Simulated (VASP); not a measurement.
# C (C2/m) in VASP: a series of runs

The runs below take C through band structure, equation of state, with HSE06, HSE03, PBE0, PBEsol.

Program: VASP 6.6.1. These are calculated values, not measurements. Logs are shortened: lines on timing, memory, paths and dates and some standing lists are left out, and cuts for length are marked.

### Step 1. The structure

Symmetry: C2/m, No. 12, monoclinic system. Conventional cell: a = 4.255 Å, b = 2.457 Å, c = 3.765 Å, α = 90.00°, β = 111.49°, γ = 90.00°. C (site symmetry m) has 3 C at 1.42 Å as nearest neighbours.

This is a stacking variant of graphite.

### Step 2. Band structure, HSE06

Contents of POSCAR:

```
C
1.0
    2.1273203072     -1.2282824400      0.0000000000
    2.1273203072      1.2282824400      0.0000000000
   -1.3790696309      0.0000000000      3.5028300786
C
2
Direct
    0.1666444700      0.1666444700      0.9999069600
    0.8333555300      0.8333555300      0.0000930400
```

Contents of INCAR.step1:

```
SYSTEM = C
PREC     = Accurate       ! precision mode
ENCUT    = 520            ! plane-wave cutoff, eV
EDIFF    = 1E-5           ! SCF threshold, eV
ISMEAR   = 0              ! smearing method
SIGMA    = 0.02           ! smearing width, eV
LREAL    = .FALSE.        ! projectors in reciprocal space
LASPH    = .TRUE.         ! aspherical terms in the spheres
NELM     = 100            ! most SCF steps
ALGO     = Normal         ! electronic algorithm
ISIF     = 2              ! what is computed and relaxed
LWAVE    = .TRUE.         ! write WAVECAR
LCHARG   = .FALSE.        ! write CHGCAR
GGA      = PE             ! functional
KPAR     = 4
```

Contents of INCAR.step2:

```
SYSTEM = C
PREC     = Accurate       ! precision mode
ENCUT    = 520            ! plane-wave cutoff, eV
EDIFF    = 1E-6           ! SCF threshold, eV
ISMEAR   = 0              ! smearing method
SIGMA    = 0.02           ! smearing width, eV
LREAL    = .FALSE.        ! projectors in reciprocal space
LASPH    = .TRUE.         ! aspherical terms in the spheres
NELM     = 100            ! most SCF steps
ALGO     = Normal         ! electronic algorithm
ISIF     = 2              ! what is computed and relaxed
LWAVE    = .FALSE.        ! write WAVECAR
LCHARG   = .FALSE.        ! write CHGCAR
GGA      = PE             ! functional
LHFCALC  = .TRUE.         ! exact exchange
HFSCREEN = 0.2            ! screening, 1/A
PRECFOCK = Fast         
ISTART   = 1            
KPAR     = 4
```

Contents of KPOINTS:

```
regular mesh
0
G
  8 8 6
  0 0 0
```

Contents of KPOINTS_OPT:

```
path GYFLI,I1ZF1,YX1,XGN,MG
10
line-mode
reciprocal
 0.0000000000  0.0000000000  0.0000000000  G
 0.5000000000  0.5000000000 -1.0000000000  Y

 0.5000000000  0.5000000000 -1.0000000000  Y
 0.4123194886  0.4123194886 -1.1190266490  F

 0.4123194886  0.4123194886 -1.1190266490  F
 0.5000000000  0.5000000000 -0.5000000000  L

 0.5000000000  0.5000000000 -0.5000000000  L
 0.6935932999  0.3064067001 -0.5000000000  I

 0.3064067001 -0.3064067001  0.5000000000  I1
 0.0000000000  0.0000000000  0.5000000000  Z

 0.0000000000  0.0000000000  0.5000000000  Z
 0.5876805114  0.5876805114  0.1190266490  F1

 0.5000000000  0.5000000000 -1.0000000000  Y
 0.6104897536  0.3895102464 -1.0000000000  X1

 0.3895102464 -0.3895102464  0.0000000000  X
 0.0000000000  0.0000000000  0.0000000000  G

 0.0000000000  0.0000000000  0.0000000000  G
 0.5000000000  0.0000000000 -0.5000000000  N

 0.5000000000  0.0000000000  0.0000000000  M
 0.0000000000  0.0000000000  0.0000000000  G
```

Potentials or basis: VASP PAW PBE potentials, release 64 (C).

Run with:

```bash
$ cat potpaw_PBE.64/C/POTCAR > POTCAR
$ cp INCAR.step1 INCAR
$ mpirun -np 4 vasp_std > vasp.out
$ cp INCAR.step2 INCAR
$ mpirun -np 4 vasp_std > vasp.out
```

OUTCAR:

```text
SYSTEM = C
   PREC = Accurate
   ENCUT = 520
   EDIFF = 1E-6
   ISMEAR = 0
   LREAL = .FALSE.
   LASPH = .TRUE.
   NELM = 100
   ISIF = 2
   GGA = PE
   LHFCALC = .TRUE.
   HFSCREEN = 0.2
   PRECFOCK = Fast
   ISTART = 1

 ion  position               nearest neighbor table
   1  0.167  0.167  1.000-   2 1.42   2 1.42   2 1.42
   2  0.833  0.833  0.000-   1 1.42   1 1.42   1 1.42

  LATTYP: Found a base centered monoclinic cell.
 ALAT       =     4.2546406144
 B/A-ratio  =     0.5773848141
 C/A-ratio  =     0.8848045598
 COS(beta)  =    -0.3663329314

  Lattice vectors:

 A1 = (   2.1273203072,  -1.2282824400,   0.0000000000)
 A2 = (   2.1273203072,   1.2282824400,   0.0000000000)
 A3 = (  -1.3790696309,   0.0000000000,   3.5028300786)

Analysis of symmetry for initial positions (statically):
=====================================================================
 Subroutine PRICEL returns:
 Original cell was already a primitive cell.

 Routine SETGRP: Setting up the symmetry group for a
 base centered monoclinic supercell.

 Subroutine GETGRP returns: Found  4 space group operations
 (whereof  4 operations were pure point group operations)
 out of a pool of  4 trial point group operations.

The static configuration has the point symmetry C_2h.

Analysis of symmetry for dynamics (positions and initial velocities):
=====================================================================
 Subroutine PRICEL returns:
 Original cell was already a primitive cell.

 Routine SETGRP: Setting up the symmetry group for a
 base centered monoclinic supercell.

 Subroutine GETGRP returns: Found  4 space group operations
 (whereof  4 operations were pure point group operations)
 out of a pool of  4 trial point group operations.

The dynamic configuration has the point symmetry C_2h.

 Subroutine INISYM returns: Found  4 space group operations
 (whereof  4 operations are pure point group operations),
 and found     1 'primitive' translations

----------------------------------------------------------------------------------------

                                     Primitive cell

  volume of cell :      18.3054

  direct lattice vectors                    reciprocal lattice vectors
     2.127320307 -1.228282440  0.000000000     0.235037478 -0.407072497  0.092534619
     2.127320307  1.228282440  0.000000000     0.235037478  0.407072497  0.092534619
    -1.379069631  0.000000000  3.502830079     0.000000000  0.000000000  0.285483446

  length of vectors
     2.456454649  2.456454649  3.764525416     0.479075453  0.479075453  0.285483446

  position of ions in fractional coordinates (direct lattice)
     0.166644470  0.166644470  0.999906960
     0.833355530  0.833355530  0.000093040

  ion indices of the primitive-cell ions
   primitive index   ion index
                 1           1
                 2           2

----------------------------------------------------------------------------------------

 KPOINTS: regular mesh

Automatic generation of k-mesh.
 Grid dimensions read from file:
 generate k-points for:    8    8    6

 Generating k-lattice:

  Cartesian coordinates                     Fractional coordinates (reciprocal lattice)
     0.029379685 -0.050884062  0.011566827     0.125000000 -0.000000000  0.000000000
     0.029379685  0.050884062  0.011566827    -0.000000000  0.125000000  0.000000000
     0.000000000  0.000000000  0.047580574     0.000000000  0.000000000  0.166666667

  Length of vectors
     0.059884432  0.059884432  0.047580574

  Shift w.r.t. Gamma in fractional coordinates (k-lattice)
     0.000000000  0.000000000  0.000000000

 Subroutine IBZKPT returns following result:
 ===========================================

 Found    114 irreducible k-points:

 Following reciprocal coordinates:
            Coordinates               Weight
  0.000000  0.000000  0.000000      1.000000
  0.125000 -0.000000 -0.000000      4.000000
  0.250000 -0.000000 -0.000000      4.000000
  0.375000  0.000000 -0.000000      4.000000
  0.500000 -0.000000 -0.000000      2.000000
  0.125000  0.125000 -0.000000      2.000000
[... 16 lines left out ...]
  0.125000 -0.000000  0.166667      4.000000
  0.250000 -0.000000  0.166667      4.000000
 [... further k-points ...]
   k-points           NKPTS =    114   k-points in BZ     NKDIM =    384   number of bands    NBANDS=      8
   number of dos      NEDOS =    301   number of ions     NIONS =      2
   total plane-waves  NPLWV =   9072
   dimension x,y,z NGX =    18 NGY =   18 NGZ =   28
   dimension x,y,z NGXF=    36 NGYF=   36 NGZF=   56
   ions per type =               2
   NGX,Y,Z   is equivalent  to a cutoff of  12.18, 12.18, 12.37 a.u.
   NGXF,Y,Z  is equivalent  to a cutoff of  24.36, 24.36, 24.73 a.u.
 SYSTEM =  C
   PREC   = accura    normal or accurate (medium, high low for compatibility)
   ISTART =      1    job   : 0-new  1-cont  2-samecut
   ICHARG =      0    charge: 1-file 2-atom 10-const
   ISPIN  =      1    spin polarized calculation?
   LNONCOLLINEAR =      F non collinear calculations
   LSORBIT =      F    spin-orbit coupling
   LASPH  =      T    aspherical Exc in radial PAW
   ENCUT  =  520.0 eV  38.22 Ry    6.18 a.u.   4.57  4.57  7.00*2*pi/ulx,y,z
   NELM   =    100;   NELMIN=  2; NELMDL=  0     # of ELM steps
   EDIFF  = 0.1E-05   stopping-criterion for ELM
   LREAL  =      F    real-space projection
   EDIFFG = 0.1E-04   stopping-criterion for IOM
   NSW    =      0    number of steps for IOM
   IBRION =     -1    ionic relax: 0-MD 1-quasi-New 2-CG
   NFREE  =      0    steps in history (QN), initial steepest desc. (CG)
   ISIF   =      2    stress and relaxation
   ISYM   =      3    0-nonsym 1-usesym 2-fastsym
   POTIM  = 0.5000    time-step for ionic-motion
   TEBEG  =    0.0;   TEEND  =   0.0 temperature during run
   PSTRESS=    0.0 pullay stress
   NELECT =       8.0000    total number of electrons
   NUPDOWN=      -1.0000    fix difference up-down
   EMIN   =  10.00;   EMAX   =-10.00  energy-range for DOS
   EFERMI =   0.00;   METHOD = LEGACY
   ISMEAR =     0;   SIGMA  =   0.02  broadening in eV -4-tet -1-fermi 0-gaus
   EFERMI_NEDOS =   21; number of points for ismear=-14 and -15
   IALGO  =     38    algorithm
   IMIX   =      1    mixing-type and parameters
     AMIX     =   0.40;   BMIX     =  1.00
     AMIX_MAG =   1.60;   BMIX_MAG =  1.00
  volume/ion in A,a.u.               =       9.15        61.77
  Fermi-wavevector in a.u.,A,eV,Ry     =   1.242352  2.347705 20.999765  1.543439
  Thomas-Fermi vector in A             =   2.376710
   LORBIT       =      0    0 simple, 1 ext, 2 COOP (PROOUT), +10 PAW based schemes
   GGA     = PE    functional components
   LHFCALC =     T    Hartree Fock is set to
   PRECFOCK=fast      Normal, Fast or Accurate (Low or Medium for compatibility)
   ENCUT4O =  -1.0   cutoff for four orbital integrals eV
   NKREDX  =     1    reduce k-point grid by
   NKREDY  =     1    reduce k-point grid by
   NKREDZ  =     1    reduce k-point grid by
   AEXX    =    0.2500 exact exchange contribution
   HFSCREEN=    0.2000 screening length (either q_TF or 0.3 A-1)
   HFSCREENC=   0.2000 screening length for correlation (either q_TF or 0.3 A-1)
   ENCUTFOCK=  -1.0 apply spherical cutoff to Coloumb kernel
   IVDW    =     0    specifies the selected vdW correction
   LEPSILON=     F    determine dielectric tensor
   LRPA    =     F    only Hartree local field effects (RPA)
 non-spin polarized calculation
 Gauss-broadening in eV      SIGMA  =   0.02
  energy-cutoff  :      520.00
  volume of cell :       18.31
 maximum number of plane-waves:       506
  NGX = 12; NGY = 12; NGZ = 18

 number of electron       8.0000000 magnetization

 Free energy of the ion-electron system (eV)
  ---------------------------------------------------
  ext. energy  EPLUGINS =         0.00000000
  ---------------------------------------------------
  free energy    TOTEN  =       -21.19981330 eV

  energy without entropy =      -21.19981330  energy(sigma->0) =      -21.19981330

 E-fermi :   3.5656     XC(G=0):  -8.3055

 val. band max:        3.3810298059   @ k =  -0.2500   0.3750   0.1667
 cond. band min:       5.4303741158   @ k =  -0.3750   0.3750   0.5000
 fundamental gap:      2.0493443099
 Fermi energy:         3.5655988267

 k-point     1 :       0.0000    0.0000    0.0000
  band No.  band energies     occupation
      1     -17.9365      2.00000
      2      -3.7081      2.00000
      3       0.3341      2.00000
      4       0.3379      2.00000
      5       8.5895      0.00000
      6      13.6906      0.00000
      7      13.6932      0.00000
      8      17.4908      0.00000

 k-point     2 :       0.1250   -0.0000   -0.0000
  band No.  band energies     occupation
      1     -17.5255      2.00000
      2      -3.2561      2.00000
      3      -1.1700      2.00000
      4      -0.4214      2.00000
      5       9.1384      0.00000
      6      13.7653      0.00000
      7      15.3104      0.00000
      8      16.0722      0.00000

 k-point     3 :       0.2500   -0.0000   -0.0000
  band No.  band energies     occupation
      1     -16.3037      2.00000
      2      -4.4811      2.00000
      3      -1.9189      2.00000
      4      -1.8481      2.00000
      5      10.7581      0.00000
      6      12.7543      0.00000
      7      13.4630      0.00000
      8      19.1911      0.00000
[... 210 lines left out ...]
 k-point    23 :       0.1250   -0.0000    0.1667
  band No.  band energies     occupation
      1     -17.4510      2.00000
      2      -3.9106      2.00000
      3      -1.1864      2.00000
      4      -0.4201      2.00000
      5      10.8010      0.00000
      6      13.7641      0.00000
      7      15.2945      0.00000
      8      16.1858      0.00000

 k-point    24 :       0.2500   -0.0000    0.1667
  band No.  band energies     occupation
      1     -16.2182      2.00000
      2      -4.5116      2.00000
      3      -2.6533      2.00000
      4      -1.8487      2.00000
      5      12.5573      0.00000
      6      13.1563      0.00000
      7      13.5412      0.00000
      8      19.1748      0.00000

 [... further k-points ...]

------------------------ aborting loop because EDIFF is reached ----------------------------------------

  FORCE on cell =-STRESS in cart. coord.  units (eV):
  Direction    XX          YY          ZZ          XY          YZ          ZX
  --------------------------------------------------------------------------------------
  -------------------------------------------------------------------------------------
  Total       -0.3105824     -0.3137825      0.1768174      0.0000000      0.0000000     -0.0041665
  in kB      -27.1836134    -27.4637033     15.4758802      0.0000000      0.0000000     -0.3646752
  external PRESSURE =     -13.0571455 kB  Pullay stress =       0.0000000 kB

 VOLUME and BASIS-vectors are now :
 -----------------------------------------------------------------------------
  energy-cutoff  :      520.00
  volume of cell :       18.31
      direct lattice vectors                 reciprocal lattice vectors
     2.127320307 -1.228282440  0.000000000     0.235037478 -0.407072497  0.092534619
     2.127320307  1.228282440  0.000000000     0.235037478  0.407072497  0.092534619
    -1.379069631  0.000000000  3.502830079     0.000000000  0.000000000  0.285483446

 POSITION                                       TOTAL-FORCE (eV/Angst)
 -----------------------------------------------------------------------------------
     -0.66993      0.00000      3.50250        -0.005643      0.000000      0.006472
      3.54550      0.00000      0.00033         0.005643      0.000000     -0.006472
 -----------------------------------------------------------------------------------
    total drift:                               -0.000000     -0.000000      0.000000

  FREE ENERGIE OF THE ION-ELECTRON SYSTEM (eV)
  ---------------------------------------------------
  free  energy   TOTEN  =       -21.1998133044 eV

  energy  without entropy=      -21.1998133044  energy(sigma->0) =      -21.19981330
```

It took 3.6 min on 4 MPI ranks of Intel Xeon 6975P-C (Granite Rapids), shared host; peak memory 0.27 GiB.

What came out:

| Property | Result |
| --- | --- |
| Free energy | -21.1998 eV |
| Pressure | -1.3 GPa |
| Largest force | 0.009 eV/Å |
| Band gap along the path | 0.54 eV, direct |

Forces in eV/Å, atoms in the order of the input:
```
C   -0.006  0.000  0.006
C    0.006  0.000 -0.006
```

Levels at the corners of the path, in eV from the valence-band top:
| point | band 2 | band 3 | band 4 | band 5 | band 6 | band 7 |
| --- | --- | --- | --- | --- | --- | --- |
| Γ | -7.80 | -3.76 | -3.75 | 4.50 | 9.60 | 9.60 |
| Y | -14.92 | -7.48 | -2.95 | 2.02 | 8.38 | 14.05 |
| Y | -14.92 | -7.48 | -2.95 | 2.02 | 8.38 | 14.05 |
| F | -13.14 | -7.27 | -3.41 | 3.28 | 8.55 | 10.50 |
| F | -13.14 | -7.27 | -3.41 | 3.28 | 8.55 | 10.50 |
| L | -14.97 | -7.44 | -2.39 | 2.61 | 8.69 | 12.67 |
| L | -14.97 | -7.44 | -2.39 | 2.61 | 8.69 | 12.67 |
| I | -13.69 | -11.68 | -1.19 | 1.50 | 11.39 | 14.46 |
| I1 | -13.69 | -11.68 | -1.19 | 1.50 | 11.39 | 14.46 |
| Z | -9.51 | -3.77 | -3.77 | 9.56 | 9.57 | 10.50 |
| Z | -9.51 | -3.77 | -3.77 | 9.56 | 9.57 | 10.50 |
| F1 | -13.14 | -7.27 | -3.41 | 3.28 | 8.55 | 10.50 |
| Y | -14.92 | -7.48 | -2.95 | 2.02 | 8.38 | 14.05 |
| X1 | -14.23 | -10.56 | -1.65 | 1.66 | 12.10 | 12.45 |
| X | -14.23 | -10.56 | -1.65 | 1.66 | 12.10 | 12.45 |
| Γ | -7.80 | -3.76 | -3.75 | 4.50 | 9.60 | 9.60 |
| Γ | -7.80 | -3.76 | -3.75 | 4.50 | 9.60 | 9.60 |
| N | -14.92 | -7.48 | -3.00 | 1.96 | 8.38 | 14.15 |
| M | -14.98 | -7.44 | -2.34 | 2.67 | 8.69 | 12.57 |
| Γ | -7.80 | -3.76 | -3.75 | 4.50 | 9.60 | 9.60 |

Caveat: the PAW data sets were made with another functional, which shifts forces and pressure a little; this functional lacks dispersion, which binds the layers, so the pressure and a relaxed spacing across them are unreliable.

### Step 3. Band structure, HSE03

POSCAR is that of step 2.

INCAR.step1 is that of step 2.

INCAR.step2, as its differences from that of step 2:

```diff
@@ -15,3 +15,3 @@
 LHFCALC  = .TRUE.         ! exact exchange
-HFSCREEN = 0.2            ! screening, 1/A
+HFSCREEN = 0.3            ! screening, 1/A
 PRECFOCK = Fast
```

KPOINTS is that of step 2.

KPOINTS_OPT is that of step 2.

Potentials or basis: VASP PAW PBE potentials, release 64 (C).

Run with:

```bash
$ cat potpaw_PBE.64/C/POTCAR > POTCAR
$ cp INCAR.step1 INCAR
$ mpirun -np 4 vasp_std > vasp.out
$ cp INCAR.step2 INCAR
$ mpirun -np 4 vasp_std > vasp.out
```

It took 5.8 min on 4 MPI ranks of Intel Xeon 6975P-C (Granite Rapids), shared host; peak memory 0.27 GiB.

Results (log left out):

```yaml
Free_energy: -20.7528 eV
Pressure: -1.1 GPa
Largest_force: 0.008 eV/Å
Band_gap_along_the_path: 0.50 eV, direct
```

Forces in eV/Å, atoms in the order of the input:
```
C   -0.006  0.000  0.006
C    0.006  0.000 -0.006
```

Stress tensor (GPa, compression positive):
```
-2.41  0.00 -0.04
 0.00 -2.44  0.00
-0.04  0.00  1.58
```

Levels at the corners of the path, in eV from the valence-band top:
```
point  band 1  band 2  band 3  band 4  band 5  band 6  band 7  band 8
    Γ  -21.83   -7.63   -3.63   -3.62    4.36    9.43    9.43   13.20
    Y  -15.96  -14.74   -7.33   -2.83    1.89    8.20   13.87   15.22
    Y  -15.96  -14.74   -7.33   -2.83    1.89    8.20   13.87   15.22
    F  -17.49  -12.96   -7.12   -3.28    3.14    8.38   10.34   16.83
    F  -17.49  -12.96   -7.12   -3.28    3.14    8.38   10.34   16.83
    L  -16.03  -14.79   -7.29   -2.28    2.47    8.52   12.51   13.03
    L  -16.03  -14.79   -7.29   -2.28    2.47    8.52   12.51   13.03
    I  -14.88  -13.51  -11.50   -1.15    1.43   11.23   14.28   14.63
   I1  -14.88  -13.51  -11.50   -1.15    1.43   11.23   14.28   14.63
    Z  -21.61   -9.31   -3.64   -3.64    9.39    9.40   10.33   13.39
    Z  -21.61   -9.31   -3.64   -3.64    9.39    9.40   10.33   13.36
   F1  -17.49  -12.96   -7.12   -3.28    3.14    8.38   10.34   16.83
    Y  -15.96  -14.74   -7.33   -2.83    1.89    8.20   13.87   15.22
   X1  -15.14  -14.04  -10.39   -1.58    1.57   11.94   12.26   15.92
    X  -15.14  -14.04  -10.39   -1.58    1.57   11.94   12.26   15.92
    Γ  -21.83   -7.63   -3.63   -3.62    4.36    9.43    9.43   13.20
    Γ  -21.83   -7.63   -3.63   -3.62    4.36    9.43    9.43   13.21
    N  -15.95  -14.73   -7.33   -2.88    1.83    8.21   13.98   15.46
    M  -16.04  -14.80   -7.29   -2.23    2.53    8.52   12.40   12.87
    Γ  -21.83   -7.63   -3.63   -3.62    4.36    9.43    9.43   13.19
```

Caveat: the PAW data sets were made with another functional, which shifts forces and pressure a little.

(Part 1 of 9 ends here.)
